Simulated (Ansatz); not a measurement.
# B: the cost of one run

Method: DFT PBE, scalar-relativistic, plane waves, PAW, in Ansatz 0.2.0.

## Step 1: The system as given

The structure is tetragonal, space group P4_2/mnm (No. 136). Conventional cell: a = 3.330 Å, b = 3.330 Å, c = 2.685 Å, α = 90.00°, β = 90.00°, γ = 90.00°. B (site symmetry m2m) has 1 B at 1.81 Å in its first shell of neighbours.

Coordinates:

```cif
data_structure
_symmetry_space_group_name_H-M 'P4_2/mnm'
_symmetry_Int_Tables_number 136
_cell_length_a 3.3298
_cell_length_b 3.3298
_cell_length_c 2.6853
_cell_angle_alpha 90.000
_cell_angle_beta 90.000
_cell_angle_gamma 90.000
_cell_volume 29.77
loop_
_atom_site_label
_atom_site_type_symbol
_atom_site_symmetry_multiplicity
_atom_site_Wyckoff_symbol
_atom_site_fract_x
_atom_site_fract_y
_atom_site_fract_z
_atom_site_occupancy
B1 B 4 g 0.80833 0.19167 0.00000 1
```

Recipe of the guess: random cell by space group and Wyckoff sites (P4_2/mnm, No. 136). The dimensions are guesses.

## Step 2: A first look at the guess

The input, input.yaml:

```yaml
crystal:
  lattice:
    - [3.32976197, 0.0, 0.0]
    - [0.0, 3.32976197, 0.0]
    - [0.0, 0.0, 2.68530656]
  atoms:
    - { symbol: B, position: [0.80833003, 0.19166997, 0.0] }
    - { symbol: B, position: [0.19166997, 0.80833003, 0.0] }
    - { symbol: B, position: [0.30833003, 0.30833003, 0.5] }
    - { symbol: B, position: [0.69166997, 0.69166997, 0.5] }
basis:
  ecutwfc: 420
kpoints:
  mp_grid: { grid: [6, 6, 6] }
hamiltonian:
  xc: pbe
scf:
  occupations: { method: gaussian, width: 0.1 }
  lower_state_search: "off"
output:
  forces: true
  stress: true
  eigenvalues: true
```

Launch:

```console
$ ansatz run input.yaml --threads 1 --pin off --max-ram 2560MiB --backend cpu --events-out ev --progress --plain --runs-dir out
```

Q: Estimate wall time and peak memory on 1 thread of Arm Neoverse N1, shared host.

About 1.5 s, with a peak of 0.26 GiB.
